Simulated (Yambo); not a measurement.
# AlN (P6_3mc) in Yambo: notebook, part 4 of 4

Yambo 5.3.0. The steps go on from the part before.

### 6 Optical spectrum by the Bethe-Salpeter equation, LDA

bse4.in reads:

```
optics
bse
bss
rim_cut
em1s
RandQpts= 1000000
RandGvec= 50 RL
Chimod= "HARTREE"
% BndsRnXs
 1 | 48 |
%
NGsBlkXs= 5 Ry
% LongDrXs
 1 | 1 | 1 |
%
BSKmod= "SEX"
BSEmod= "retarded"
BSSmod= "d"
% BSEQptR
 1 | 1 |
%
% BSEBands
 7 | 10 |
%
BSENGexx= 20 Ry
BSENGBlk= 5 Ry
% BEnRange
 0 | 20 | eV
%
% BDmRange
 0.05 | 0.05 | eV
%
BEnSteps= 300
% BLongDir
 1 | 1 | 1 |
%
BSEprop= "abs"
WRbsWF
KfnQPdb= "E < g0w00/ndb.QP"
```

scf.in reads:

```
&CONTROL
  calculation = 'scf'
  prefix = 'pwscf'
  outdir = './tmp'
  pseudo_dir = './pseudo'
/
&SYSTEM
  ibrav = 0
  nat = 4
  ntyp = 2
  ecutwfc = 84
  nbnd = 14
  occupations = 'smearing'
  smearing = 'fd'
  degauss = 0.00367493
  force_symmorphic = .true.
/
&ELECTRONS
  conv_thr = 8d-10
  electron_maxstep = 120
  mixing_beta = 0.5
/
ATOMIC_SPECIES
Al    26.9815 Al.upf
N     14.0070 N.upf
CELL_PARAMETERS angstrom
   3.1130000000    0.0000000000    0.0000000000
  -1.5565000000    2.6959370820    0.0000000000
   0.0000000000    0.0000000000    4.9810000000
ATOMIC_POSITIONS angstrom
Al     1.5565000002    0.8986456939    2.4905000000
Al    -0.0000000002    1.7972913881    0.0000000000
N      1.5565000002    0.8986456939    4.3832800000
N     -0.0000000002    1.7972913881    1.8927800000
K_POINTS automatic
12 12 6 0 0 0
```

nscf.in reads:

```
&CONTROL
  calculation = 'nscf'
  prefix = 'pwscf'
  outdir = './tmp'
  pseudo_dir = './pseudo'
/
&SYSTEM
  ibrav = 0
  nat = 4
  ntyp = 2
  ecutwfc = 84
  nbnd = 58
  occupations = 'fixed'
  force_symmorphic = .true.
/
&ELECTRONS
  conv_thr = 1d-08
  diago_full_acc = .true.
  diago_thr_init = 1d-06
/
ATOMIC_SPECIES
Al    26.9815 Al.upf
N     14.0070 N.upf
CELL_PARAMETERS angstrom
   3.1130000000    0.0000000000    0.0000000000
  -1.5565000000    2.6959370820    0.0000000000
   0.0000000000    0.0000000000    4.9810000000
ATOMIC_POSITIONS angstrom
Al     1.5565000002    0.8986456939    2.4905000000
Al    -0.0000000002    1.7972913881    0.0000000000
N      1.5565000002    0.8986456939    4.3832800000
N     -0.0000000002    1.7972913881    1.8927800000
K_POINTS automatic
3 3 2 0 0 0
```

Potentials or basis: PseudoDojo 0.4.1 SR LDA standard.

Command:

```sh
OMP_NUM_THREADS=1 pw.x -in scf.in > scf.out
OMP_NUM_THREADS=1 pw.x -in nscf.in > nscf.out
cd tmp/pwscf.save; p2y; mv SAVE ../..; cd ../..
OMP_NUM_THREADS=1 yambo
mkdir -p bse4; ln -s $PWD/g0w00/ndb.RIM bse4/
OMP_NUM_THREADS=1 yambo -F bse4.in -J bse4 -C bse4_out
OMP_NUM_THREADS=1 ypp -J bse4 -C bse4_out -e s -b 1
```

Yambo's report:

```text
[... sections 02.01 to 02.04 as in the set-up run ...]

  [02.05] Energies & Occupations
  ==============================

  [X] === General ===
  [X] Electronic Temperature                        :  0.000000  0.000000 [eV K]
  [X] Bosonic    Temperature                        :  0.000000  0.000000 [eV K]
  [X] Finite Temperature mode                       : no
  [X] El. density                                   :  0.38275E+24 [cm-3]
  [X] Fermi Level                                   :  6.792804 [eV]

  [X] === Gaps and Widths ===
  [X] Conduction Band Min                           :  4.255860 [eV]
  [X] Valence Band Max                              :  0.000000 [eV]
  [X] Filled Bands                                  :   8
  [X] Empty Bands                                   :    9   58
  [X] Direct Gap                                    :  4.255860 [eV]
  [X] Direct Gap localized at k                     :  1
  [X] Indirect Gap                                  :  4.255860 [eV]
  [X] Indirect Gap between kpts                     :  1  1
  [X] Last valence band width                       :  2.397274 [eV]
  [X] 1st conduction band width                     :  3.069939 [eV]

 [03] Transferred momenta grid and indexing
 ==========================================

 [BZ sampling] Q-grid is User defined and/or read from the database

 IBZ Q-points                                      :   6
 BZ  Q-points                                      :  18

 K/Q-points units:
 rlu = crystal or reduced units; cc = cartesian coordinates; iku = interal k-units

 Q [1]          [rlu]:  0.000000  0.000000  0.000000
 Q [2]          [rlu]:  0.000000  0.000000 -0.500000
 Q [3]          [rlu]: -0.40821E-19  0.33333       0.0000
 Q [4]          [rlu]: -0.40821E-19  0.33333     -0.50000
 Q [5]          [rlu]:  0.333333  0.333333  0.000000
 Q [6]          [rlu]:  0.333333  0.333333 -0.500000

  [03.01] X + BSE indexes
  =======================

   [03.01.01] Sigma indexes
   ========================

   [WR./SAVE//ndb.kindx]-----------------------------------------------------------
    Fragmentation                                    : no
    Polarization last K ( bz)                        :  18
    Polarization last K (ibz)                        :   6
    QP states                                        :   1   6
    X grid is uniform                                : yes
    Grids (string)                                   :  X B S
    Grids (int-vector)                               :  1  1  0  1

 [04] Coloumb potential Random Integration (RIM)
 ===============================================

 Summary of Coulomb integrals for non-metallic bands |Q|[au] RIM/Bare

 Q [1] 0.100000E-4 0.987311 * Q [2] 0.333760 0.999439
 Q [3] 0.411102 1.082129 * Q [4] 0.529529 1.045629
 Q [5] 0.712050 1.028558 * Q [6] 0.786391 1.021792

 [WARNING] [Xs] User bands 1-48 break level degeneracy

 [WARNING] [BS] User bands 7-10 break level degeneracy

 [05] External/Internal QP corrections
 =====================================

 E<g0w00/ndb.QP[ PPA@E  27.21138 * XG 123 * Xb 1-58 * Scb 1-58]

 [dE_from_DB-Nearest K] Exact matches       :  100.0000 [o/o]

 [QP_apply] Action to be applied: E<g0w00/ndb.QP[ PPA@E  27.21138 * XG 123 * Xb 1-58 * Scb 1-58]

  [05.01]  QP corrections report
  ==============================

  [K+QP] === General ===
  [K+QP] Electronic Temperature                     :  0.000000  0.000000 [eV K]
  [K+QP] Bosonic    Temperature                     :  0.000000  0.000000 [eV K]
  [K+QP] Finite Temperature mode                    : no
  [K+QP] El. density                                :  0.38275E+24 [cm-3]
[... 108 lines left out ...]
 [X-CG] R(p) Tot o/o(of R):    905   5760    100

 [08] Bethe Salpeter Equation driver
 ===================================

  [08.01] Bethe Salpeter Equation @q1
  ===================================

   [08.01.01] Transition pre-analysis @q1
   ======================================

   [08.01.02] Transition Groups build-up @q1
   =========================================

   [BSK] Transition groups (total):   6
   [BSK] Size (resonant):   72
   [BSK]         (total):   72
   [BSK] N. of matrices :  1

   [08.01.03] Loading Dipoles @q1
   ==============================

   [08.01.04] Independent Particles properties @q1
   ===============================================

   [08.01.05] BSE Kernel @q1 (Resonant CORRRELATION EXCHANGE)
   ==========================================================

   [BSE] Exchange components :   415
   [BSE] Correlation components :   55  221

    [08.01.05.01] Screened interaction header I/O
    =============================================

    [08.01.05.02] Main kernel loop
    ==============================

    [WR./bse4//ndb.BS_Q1_CPU_0]-----------------------------------------------------
     Brillouin Zone Q/K grids (IBZ/BZ)                :   6  18   6  18
     RL vectors                                       :   4625 [WF]
     Coulomb cutoff potential                         : none
     Parallel CPUs
     Parallel Roles
     Fragmentation                                    : no
     BS kernel          wavefunctions                 : Slater exchange(X)+Perdew & Wang(C)
     Static diel. fun.  energies                      : Slater exchange(X)+Perdew & Wang(C)
     wavefunctions                                    : Slater exchange(X)+Perdew & Wang(C)
     [K] Identifier                                   :   8743
     [K] Dimension                                    :   72
     [K] Bands                                        :   7  10
     [K] Exchange                                     : yes [res]
     [K] Correlation                                  : yes [res]
     [K] Kernel`s coupling                            : no
     [K] Exchange                                     : no [cpl]
     [K] Correlation                                  : no [cpl]
     [K] W interaction is bare                        : no
     [K] ALDA kernel in R-space                       : no
     [K] RL vectors                                   :   415 [exchange]
     [K] RL vectors                                   :   55 [correlation]
     [K] E/h energy range                             : -1.000000 -1.000000 [eV]
     [K] Coupling range                               :  100.0000  100.0000 [o/o]
     [W] Interaction is diagonal                      : no
     [W] Matrix size                                  :   55
     [W] Bands                                        :    1   48
     [W] e/h energy range                             : -1.000000 -1.000000 [eV]
     [W] Poles                                        :  100.0000 [o/o]
     [W] RL vectors in the sum                        :   4625
     [W] [r,Vnl] included                             : yes
     [W] Field direction                              :  0.577350E-5  0.577350E-5  0.577350E-5
     [W] Coulomb Cutoff                               : none
     [W] Hxc Kernel                                   : HARTREE
     [RIM] RL components                              :   55 [col]
     [RIM] Random points                              :  1000000 [col]
     [SOC] Perturbative SOC                           : no
     [K] Kernel long-range exchange                   : BAR

    [08.01.05.03] Wave-Function Phases
    ==================================

    [BSE] WF phases found       :  59.72222 [o/o]

   [08.01.06] BSE solver(s) @q1
   ============================

   [08.01.07] Diago Solver @q1
   ===========================

   [WR./bse4//ndb.BS_diago_Q1]-----------------------------------------------------
    BS kernel          energies                      : Slater exchange(X)+Perdew & Wang(C)+ E < g0w00/ndb.QP
    [K] Identifier                                   :   8743
    [K] Dimension                                    :   72
    [K] Bands                                        :   7  10
    [K] Exchange                                     : yes [res]
    [K] Correlation                                  : yes [res]
    [K] Kernel`s coupling                            : no
    [K] Exchange                                     : no [cpl]
    [K] Correlation                                  : no [cpl]
    [K] W interaction is bare                        : no
    [K] ALDA kernel in R-space                       : no
    [K] RL vectors                                   :   415 [exchange]
    [K] RL vectors                                   :   55 [correlation]
    [K] E/h energy range                             : -1.000000 -1.000000 [eV]
    [K] Coupling range                               :  100.0000  100.0000 [o/o]
    [W] Interaction is diagonal                      : no
    [W] Matrix size                                  :   55
    [W] Bands                                        :    1   48
    [W] e/h energy range                             : -1.000000 -1.000000 [eV]
    [W] Poles                                        :  100.0000 [o/o]
    [W] RL vectors in the sum                        :   4625
    [W] [r,Vnl] included                             : yes
    [W] Field direction                              :  0.577350E-5  0.577350E-5  0.577350E-5
    [W] Coulomb Cutoff                               : none
    [W] Hxc Kernel                                   : HARTREE
    [RIM] RL components                              :   55 [col]
    [RIM] Random points                              :  1000000 [col]
    [SOC] Perturbative SOC                           : no
    [K] Kernel long-range exchange                   : BAR
    [BSS] Eigenstates included                       : yes
    [BSS] Field direction                            :  0.577350E-5  0.577350E-5  0.577350E-5
    [BSS] Eigenstates computed                       :   72
    [BSS] Number of BSE matrices                     :  1
```

Wall time 82 s (1 thread of Arm Neoverse V2, shared host); peak memory 0.28 GiB.

What came out:

| Item | Value |
| --- | --- |
| Band gap on the k mesh, mean-field level | 4.26 eV, direct |
| Lowest exciton energy | 5.03 eV |
| Lowest bright exciton energy | 5.03 eV |

Dielectric function (along the field direction of the input):
```csv
energy (eV),real part,imaginary part
0.27,2.08,0.00
1.27,2.11,0.00
2.34,2.21,0.01
3.34,2.41,0.01
4.41,3.04,0.07
5.42,1.61,0.22
6.49,3.68,0.11
7.49,15.10,5.00
8.56,-4.90,3.04
9.57,-1.08,0.08
10.64,-0.17,0.02
11.64,0.19,0.01
12.71,0.40,0.01
13.71,0.52,0.01
14.78,0.62,0.00
15.79,0.68,0.00
16.86,0.73,0.00
17.86,0.77,0.00
18.93,0.80,0.00
20.00,0.82,0.00
```

Lowest exciton energies (eV): 5.03, 5.26, 7.32, 7.37, 7.39, 7.46, 7.60, 7.60

Excitons:
```
energy (eV)  strength (relative to the strongest)
      5.032                                  0.32
      5.264                                  0.03
      7.322                                0.0013
      7.366                               3.1e-06
      7.386                                  0.03
      7.461                               2.2e-07
      7.599                                  0.92
      7.605                                 0.068
      7.629                               6.3e-05
      7.682                               0.00011
      7.810                               8.4e-05
      7.833                                     1
```

Caveat: the k mesh is coarse (spacing up to 0.78 Å⁻¹), so the values aren't converged; the quasiparticle levels are read from an earlier G0W0 run on the same states, whose input isn't shown; exciton energies and binding change strongly with the k mesh and aren't converged on this one; spectra need much finer meshes, so this one isn't converged; an odd mesh through Γ misses points on the zone boundary, where band edges often lie.

### 7 Against experiment

Step 2. A measured gap of AlN is 6.0343 eV (an exciton energy, a little under the gap; 0 K; quoted in “Structural and optical properties of self-assembled AlN nanowires grown on SiO2/Si substrates by molecular beam epitaxy”, 2024, arxiv:2402.00216); the calculated 4.22 eV misses it by -1.81 eV. 2 values of this kind are on record (6.034 to 6.0343 eV); this one was drawn at random. The value is that of PBE on a finite k mesh, which can miss the band edges, without temperature or zero-point motion. Semilocal functionals fall short of measured gaps as a rule.
